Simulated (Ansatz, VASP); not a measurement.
## CdS (Greenockite) in two plane-wave programs

Aim: how closely do two programs agree when they are given the same cell, functional and k mesh?

Main program and level: Ansatz 0.2.0; plane waves, with VASP 6.6.1 beside it; G0W0 gap at PBE.

The database entry behind the starting cell differs from later determinations by our own check (about 0.35 % long), so it need not match the best structure at ambient conditions.

### 1. Set-up

It takes space group P6_3mc (No. 186, hexagonal). Conventional cell: a = 4.150 Å, b = 4.150 Å, c = 6.737 Å, α = 90.00°, β = 90.00°, γ = 120.00°. Cd has 4 S at 2.54 Å nearest. Nearest to S lie 4 Cd at 2.54 Å. Farther neighbours and most contacts between anions are not listed.

Structure file:

```xyz
4
Lattice="4.1500 0.0000 0.0000 -2.0750 3.5940 0.0000 0.0000 0.0000 6.7370" Properties=species:S:1:pos:R:3 pbc="T T T"
Cd    2.0750    1.1980    3.3618
Cd    0.0000    2.3960    6.7303
S     2.0750    1.1980    5.9016
S     0.0000    2.3960    2.5331
```

### 2. VASP: G0W0 gap, PBE

Quasiparticle shifts depend on high empty states and on the cores, so they are the hardest test of two PAW sets.

Lines of VASP's logs that name or quote its potential files are left out, and so is its time.

The run reads the wave functions of an earlier VASP run, which isn't shown here.

INCAR reads:

```
SYSTEM = CdS
PREC = Accurate
ENCUT = 300
ISMEAR = 0
SIGMA = 0.01
LREAL = .FALSE.
GGA = PE
NBANDS = 424
ALGO = EVGW0
NELMGW = 1
ENCUTGW = 150
NOMEGA = 48
PRECFOCK = Fast
NBANDSGW = 32
LWAVE = .FALSE.
LCHARG = .FALSE.
```

POSCAR reads:

```
CdS
1.0
    4.1500000000      0.0000000000      0.0000000000
   -2.0750000000      3.5940054257      0.0000000000
    0.0000000000      0.0000000000      6.7370000000
Cd S
2 2
Direct
    0.6666666667      0.3333333333      0.4990026893
    0.3333333333      0.6666666667      0.9990026893
    0.6666666667      0.3333333333      0.8759973107
    0.3333333333      0.6666666667      0.3759973107
```

KPOINTS reads:

```
Automatic mesh
0
Gamma
3 3 4
0 0 0
```

The projector-augmented-wave data sets are Cd_GW and S_GW (PBE family, release 64).

Run with:

```bash
> mpirun -np 8 vasp_std
```

Numbers of over 12 decimals in the logs are rounded to 6 here.

The program printed:

```text
[banner, memory and clock lines left out]
running    8 mpi-ranks, on    1 nodes
 distrk:  each k-point on    8 cores,    1 groups
 distr:  one band on    1 cores,    8 groups

 POSCAR found type information on POSCAR CdS
 POSCAR found :  2 types and       4 ions
|                                                                             |
|           W    W    AA    RRRRR   N    N  II  N    N   GGGG   !!!           |
|           W    W   A  A   R    R  NN   N  II  NN   N  G    G  !!!           |
|           W    W  A    A  R    R  N N  N  II  N N  N  G       !!!           |
|           W WW W  AAAAAA  RRRRR   N  N N  II  N  N N  G  GGG   !            |
|           WW  WW  A    A  R   R   N   NN  II  N   NN  G    G                |
|           W    W  A    A  R    R  N    N  II  N    N   GGGG   !!!           |
|                                                                             |
|     For optimal performance we recommend to set                             |
|       NCORE = 2 up to number-of-cores-per-socket                            |
|     NCORE specifies how many cores store one orbital (NPAR=cpu/NCORE).      |
|     This setting can greatly improve the performance of VASP for DFT.       |
|     The default, NCORE=1 might be grossly inefficient on modern             |
|     multi-core architectures or massively parallel machines. Do your        |
|     Unfortunately you need to use the default for GW and RPA                |
|     calculations (for HF NCORE is supported but not extensively tested      |
|     yet).                                                                   |
|                                                                             |

|                                                                             |
|           W    W    AA    RRRRR   N    N  II  N    N   GGGG   !!!           |
|           W    W   A  A   R    R  NN   N  II  NN   N  G    G  !!!           |
|           W    W  A    A  R    R  N N  N  II  N N  N  G       !!!           |
|           W WW W  AAAAAA  RRRRR   N  N N  II  N  N N  G  GGG   !            |
|           WW  WW  A    A  R   R   N   NN  II  N   NN  G    G                |
|           W    W  A    A  R    R  N    N  II  N    N   GGGG   !!!           |
|                                                                             |
|     The default for ENCUTGWSOFT is different in this version of VASP.       |
|     please manually set ENCUTGWSOFT =150 in the INCAR file.                 |
|                                                                             |

 LDA part: xc-table for (Slater+PW92), standard interpolation
 found WAVECAR, reading the header
 POSCAR, INCAR and KPOINTS ok, starting setup
 FFT: planning ... GRIDC
 FFT: planning ... GRID_SOFT
 FFT: planning ... GRID
 reading WAVECAR
 the WAVECAR file was read successfully
 initial charge from wavefunction
 available memory per node:    122.24 GB, setting MAXMEM to    125172

 The Fermi energy was updated, please check that it is located mid-gap
 values below the HOMO (VB) or above the LUMO (CB) will cause erroneous energies
 E-fermi :   3.1533

 calculate exact exchange contribution
 the WAVEDER file was read successfully
energies w=
    0.000    0.000    0.498    0.000    0.995    0.000    1.487    0.000
    1.974    0.000    2.454    0.000    2.926    0.000    3.389    0.000
    3.844    0.000    4.290    0.000    4.728    0.000    5.159    0.000
    5.584    0.000    6.004    0.000    6.420    0.000    6.834    0.000
    7.248    0.000    7.662    0.000    8.079    0.000    8.502    0.000
    8.931    0.000    9.370    0.000    9.820    0.000   10.286    0.000
   10.770    0.000   11.276    0.000   11.808    0.000   12.372    0.000
   12.974    0.000   13.621    0.000   14.322    0.000   15.088    0.000
   15.932    0.000   16.873    0.000   17.931    0.000   19.136    0.000
   20.525    0.000   22.151    0.000   24.084    0.000   26.427    0.000
   29.330    0.000   33.025    0.000   37.892    0.000   44.584    0.000
   54.352    0.000   69.908    0.000   98.453    0.000  167.507    0.000
 responsefunction array rank=     432
 LDA part: xc-table for (Slater+PW92), standard interpolation

 min. memory requirement per mpi rank    293.2 MB, per node   2345.9 MB

 allocating   6 responsefunctions rank=   432
 shmem allocating  48 responsefunctions rank=   432
 response function shared by NCSHMEM nodes    1
 Doing            6  frequencies on each core in blocks of           48
NQ=   1    0.0000    0.0000    0.0000,
|.........|.........|.........|.........|.........|.........|.........|.........
 performed        770000 updates of chi_q(r,r)
 total number of BLAS operations        942.24 Gflops
NQ=   2    0.3333    0.0000    0.0000,
|.........|.........|.........|.........|.........|.........|.........|.........
 performed       2110000 updates of chi_q(r,r)
 total number of BLAS operations       2860.72 Gflops
NQ=   3    0.3333    0.3333    0.0000,
|.........|.........|.........|.........|.........|.........|.........|.........
 performed       3070000 updates of chi_q(r,r)
 total number of BLAS operations       4215.97 Gflops
NQ=   4    0.0000    0.0000    0.2500,
|.........|.........|.........|.........|.........|.........|.........|.........
 performed       3921000 updates of chi_q(r,r)
 total number of BLAS operations       5322.70 Gflops
NQ=   5    0.3333    0.0000    0.2500,
|.........|.........|.........|.........|.........|.........|.........|.........
 performed       5424000 updates of chi_q(r,r)
 total number of BLAS operations       7423.68 Gflops
NQ=   6    0.3333    0.3333    0.2500,
|.........|.........|.........|.........|.........|.........|.........|.........
 performed       6492000 updates of chi_q(r,r)
 total number of BLAS operations       8975.51 Gflops
NQ=   7    0.0000    0.0000    0.5000,
|.........|.........|.........|.........|.........|.........|.........|.........
 performed       7262000 updates of chi_q(r,r)
 total number of BLAS operations      10073.08 Gflops
NQ=   8    0.3333    0.0000    0.5000,
|.........|.........|.........|.........|.........|.........|.........|.........
 performed       8602000 updates of chi_q(r,r)
 total number of BLAS operations      12000.65 Gflops
NQ=   9    0.3333    0.3333    0.5000,
|.........|.........|.........|.........|.........|.........|.........|.........
 performed       9562000 updates of chi_q(r,r)
 total number of BLAS operations      13355.90 Gflops
 resolving degeneracies of screened two electron integrals

 calculate QP shifts <psi_nk| G(iteration)W_0 |psi_nk>: iteration 1
 entering main loop
```

From OUTCAR (step 2):

```text
ion  position               nearest neighbor table
   1  0.667  0.333  0.499-   4 2.54   4 2.54   4 2.54   3 2.54
   2  0.333  0.667  0.999-   3 2.54   3 2.54   3 2.54   4 2.54
   3  0.667  0.333  0.876-   2 2.54   2 2.54   2 2.54   1 2.54
   4  0.333  0.667  0.376-   1 2.54   1 2.54   1 2.54   2 2.54

  LATTYP: Found a hexagonal cell.
 ALAT       =     4.1500000000
 C/A-ratio  =     1.6233734940

 Subroutine GETGRP returns: Found 12 space group operations
 (whereof  6 operations were pure point group operations)

The static configuration has the point symmetry C_3v.
 The point group associated with its full space group is C_6v.

 Found      9 irreducible k-points:

   k-points           NKPTS =      9   k-points in BZ     NKDIM =     36   number of bands    NBANDS=    424

   dimension x,y,z NGX =    24 NGY =   24 NGZ =   40
   dimension x,y,z NGXF=    48 NGYF=   48 NGZF=   80

   ENCUT  =  300.0 eV  22.05 Ry    4.70 a.u.   5.86  5.86  9.51*2*pi/ulx,y,z

   NELECT =      36.0000    total number of electrons

  energy-cutoff  :      300.00
  volume of cell :      100.48
      direct lattice vectors                 reciprocal lattice vectors
     4.150000000  0.000000000  0.000000000     0.240963855  0.139120547  0.000000000
    -2.075000000  3.594005426  0.000000000     0.000000000  0.278241094  0.000000000
     0.000000000  0.000000000  6.737000000     0.000000000  0.000000000  0.148434021

 k-points in reciprocal lattice and weights: Automatic mesh
   0.00000000  0.00000000  0.00000000       0.028
   0.33333333  0.00000000  0.00000000       0.167
   0.33333333  0.33333333  0.00000000       0.056
   0.00000000  0.00000000  0.25000000       0.056
   0.33333333  0.00000000  0.25000000       0.333
   0.33333333  0.33333333  0.25000000       0.111
   0.00000000  0.00000000  0.50000000       0.028
   0.33333333  0.00000000  0.50000000       0.167
   0.33333333  0.33333333  0.50000000       0.056

 E-fermi :   3.1533

 QP shifts <psi_nk| G(iteration)W_0 |psi_nk>: iteration 1
 for sc-GW calculations column KS-energies equals QP-energies in previous step
 and V_xc(KS)=  KS-energies - (<T + V_ion + V_H > + <T+V_H+V_ion>^1  + <V_x>^1)
 k-point   1 :       0.0000    0.0000    0.0000
  band No.  KS-energies  QP-energies   sigma(KS)   V_xc(KS)     V^pw_x(r,r')   Z            occupation Imag(sigma)
    ...
     15       1.8202       0.9697     -14.3385     -13.1824     -16.4936       0.7357       2.0000       0.0664
     16       2.5225       1.8008     -14.6477     -13.6853     -16.2033       0.7498       2.0000       0.0514
     17       2.5685       1.7646     -14.8669     -13.7892     -16.8385       0.7459       2.0000       0.0666
     18       2.5685       1.7646     -14.8669     -13.7892     -16.8385       0.7459       2.0000       0.0666
     19       3.7381       3.7781      -9.8143      -9.8652      -6.0998       0.7867       0.0000      -0.0650
     20       5.3048       5.5080      -9.7307      -9.9917      -5.5067       0.7786       0.0000      -0.0700
     21       9.0059       9.3131      -9.2449      -9.6435      -4.8017       0.7704       0.0000      -0.0883
     22       9.0059       9.3131      -9.2449      -9.6435      -4.8017       0.7704       0.0000      -0.0883
    ...

 k-point   2 :       0.3333    0.0000    0.0000
  band No.  KS-energies  QP-energies   sigma(KS)   V_xc(KS)     V^pw_x(r,r')   Z            occupation Imag(sigma)
    ...
     15       0.0515      -0.8696     -13.3226     -12.0530     -15.6634       0.7255       2.0000       0.0853
     16       0.9622       0.0777     -13.6560     -12.4402     -15.9672       0.7275       2.0000       0.0676
     17       1.7573       0.9434     -14.0187     -12.9252     -15.9254       0.7443       2.0000       0.0572
     18       2.0058       1.1685     -14.4516     -13.3243     -16.4974       0.7428       2.0000       0.0624
     19       5.9643       6.1711     -10.4212     -10.6909      -6.3115       0.7667       0.0000      -0.0715
     20       6.5333       6.7454      -9.6115      -9.8853      -5.3756       0.7748       0.0000      -0.0713
     21       7.9201       8.0743      -9.3222      -9.5224      -5.0982       0.7700       0.0000      -0.0923
     22       8.7495       8.9723      -9.5765      -9.8696      -5.0703       0.7602       0.0000      -0.1041
    ...

 k-point   3 :       0.3333    0.3333    0.0000
  band No.  KS-energies  QP-energies   sigma(KS)   V_xc(KS)     V^pw_x(r,r')   Z            occupation Imag(sigma)
    ...
     15      -0.4850      -1.4128     -12.3439     -11.0377     -14.8918       0.7103       2.0000       0.0830
     16       0.7437      -0.1356     -13.3742     -12.1682     -15.6251       0.7291       2.0000       0.0697
     17       0.7437      -0.1356     -13.3742     -12.1682     -15.6251       0.7291       2.0000       0.0697
     18       0.9476       0.0428     -13.5336     -12.3008     -15.6982       0.7340       2.0000       0.0631
     19       7.2357       7.2295      -8.1318      -8.1239      -4.2965       0.7859       0.0000      -0.0755
     20       7.6145       8.0296     -11.3789     -11.9331      -6.7456       0.7489       0.0000      -0.0803
     21       7.6145       8.0296     -11.3789     -11.9331      -6.7456       0.7489       0.0000      -0.0803
     22       9.7223       9.7679      -9.1698      -9.2302      -4.8023       0.7556       0.0000      -0.1088
    ...

 k-point   4 :       0.0000    0.0000    0.2500
  band No.  KS-energies  QP-energies   sigma(KS)   V_xc(KS)     V^pw_x(r,r')   Z            occupation Imag(sigma)
    ...
     15       1.9234       1.0778     -14.4053     -13.2598     -16.5340       0.7382       2.0000       0.0666
     16       1.9234       1.0778     -14.4053     -13.2598     -16.5340       0.7382       2.0000       0.0666
     17       2.4521       1.6414     -14.7774     -13.6873     -16.7763       0.7436       2.0000       0.0668
     18       2.4521       1.6414     -14.7774     -13.6873     -16.7763       0.7436       2.0000       0.0668
     19       4.6248       4.6971     -10.6370     -10.7304      -6.9775       0.7743       0.0000      -0.0692
     20       5.3818       5.5858      -9.7781     -10.0419      -5.5421       0.7734       0.0000      -0.0722
     21       8.8392       9.1001      -9.2321      -9.5722      -4.7822       0.7670       0.0000      -0.0960
     22       9.0743       9.3786      -9.2427      -9.6389      -4.7996       0.7679       0.0000      -0.0893
    ...

[... 4 further parts left out ...]
```

[end of part 1 of 2]

[Lines on the potential files, build, host, timing and source positions are cut from VASP's logs without a mark.]

[Logs are printed without paths, hosts, clocks, repeated set-up lines and the standing remarks that a program may print on its own settings, such as how far it seeks lower states.]

[Hosts, paths, dates, database ids (printed as entryN), source tags and the programs' standing remarks are cut or masked in the printed files.]
